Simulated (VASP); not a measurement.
Here is the system:

```
CELL_PARAMETERS angstrom
      0.00000     3.08772     3.08772
      3.08772     0.00000     3.08772
      3.08772     3.08772     0.00000
ATOMIC_POSITIONS crystal
  Zn 0.00000 0.00000 0.00000
  Te 0.25000 0.25000 0.25000
```

All values below come from PBE GGA, VASP's PBE PAW potentials (set 64) (plane waves; VASP 6.6.1). Settings: 480 eV cut-off, 8×8×8 Γ-centred mesh, Gaussian smearing of 0.050 eV, potentials Zn Te.

Unless said otherwise, spin-orbit coupling is left out, though it shifts the bands of the heavy elements here.

### Question
Estimate the energy per atom (σ→0), band gap (on the k-mesh) with the smallest direct gap where there is one.

### Answer

```
Quantity                                     Result
-----------------------------------  --------------
band gap (on the k-mesh)                    1.08 eV
smallest direct gap (on the k-mesh)         1.08 eV
energy per atom (σ→0)                -2594 meV/atom
```

The compound is ZnTe in the zinc blende structure. It was relaxed first.
